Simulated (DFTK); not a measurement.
Crystal: Pb.

```
CELL_PARAMETERS angstrom
3.48000 0.00000 0.00000
-1.74000 3.01377 0.00000
0.00000 0.00000 5.59000
ATOMIC_POSITIONS crystal
Pb 0.66667 0.33333 0.75000
Pb 0.33333 0.66667 0.25000
```

This isn't the form of Pb at room conditions, which is fcc.

Base run:

```yaml
Program: DFTK 0.8.2
Functional: PBEsol
Potentials_or_basis: SG15 1.2 (PBE)
Cutoff: 1225 eV
k_mesh: 7 × 7 × 4
Occupations: fermi-dirac, width 0.05 eV
Spin: no spin polarisation
```

Its results: band gap on the k mesh none (metal or under the smearing width); pressure 0.8 GPa.

Question: The run is repeated on the same cell with these changes: functional from PBEsol to LDA. What comes out?

Answer: Band gap on the k mesh none (metal or under the smearing width); pressure -1.1 GPa.

LDA binds more tightly than PBEsol, so the same cell stands under less pressure.

Caveats: the potentials were made for another functional, which shifts forces and pressure; spin-orbit coupling is left out, which moves the levels of the heavy elements.
